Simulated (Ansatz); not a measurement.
## Zr: levels with and without spin–orbit coupling

```yaml
crystal:
  lattice:
    - [-1.78744, 1.78744, 1.78744]
    - [1.78744, -1.78744, 1.78744]
    - [1.78744, 1.78744, -1.78744]
  atoms:
    - { symbol: Zr, position: [0.00000, 0.00000, 0.00000] }
```

The structure comes from a relaxation in the same program, started in the bcc type, and has space group Im-3m. Whether it is a known phase or the ground state wasn't checked.

Methods: DFT, PBE, all-electron LAPW, scalar-relativistic (Ansatz 0.2.0); DFT, PBE, all-electron LAPW, Dirac equation with spin-orbit coupling (Ansatz 0.2.0).

The runs use a Γ-centred 16×16×16 k mesh, Fermi–Dirac smearing of 0.05 eV, basis error target 0.25 meV/atom, no spin polarisation.

Levels between -4 and 1 eV, each run counted from its own valence-band top where it has a gap, else its Fermi level. Scalar levels are listed once for both spins; with the coupling every spinor state is counted. Levels near the edges of the range can cross them.

Problem. At P (0.250, 0.250, 0.250) the scalar-relativistic levels are -0.53 (×3). What are they with spin–orbit coupling?

Solution. -0.62 (×2), -0.48 (×4).
